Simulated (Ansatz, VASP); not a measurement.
## Two plane-wave programs on MgS

```xyz
2
Lattice="0.0000 2.6000 2.6000 2.6000 0.0000 2.6000 2.6000 2.6000 0.0000" Properties=species:S:1:pos:R:3 pbc="T T T"
Mg    0.0000    0.0000    0.0000
S     2.6000    2.6000    2.6000
```

The cell was built by a generator and isn't the measured one.

Alike in both runs: task relaxation of cell and atoms; functional PBEsol; k mesh 10 × 10 × 10; occupations gaussian, width 0.02 eV; no spin polarisation.

|  | VASP | Ansatz |
| --- | --- | --- |
| version | VASP 6.6.1 | Ansatz 0.2.0 |
| potentials or method | VASP PAW PBE potentials, release 64 (Mg, S) | scalar-relativistic, plane waves, PAW |
| plane-wave cutoff (eV) | 600 | 420 |
| valence electrons in the cell | 8 | 16 |

```tsv
	VASP	Ansatz	Ansatz less VASP
gap on the k mesh at the Fermi level, each at its own relaxed structure (eV)	2.73	2.73	-0.005
relaxed volume (Å³/atom)	17.36	17.39	+0.036
relaxed cell length with the largest relative difference (Å)	3.662	3.664	+0.0025
```

The two sets of potentials don't hold the same shells in valence. Ansatz warned: «pseudo_functional_mismatch».

Caveats: the PAW data sets were made with another functional, which shifts forces and pressure a little (VASP). A k mesh can miss the band edges.
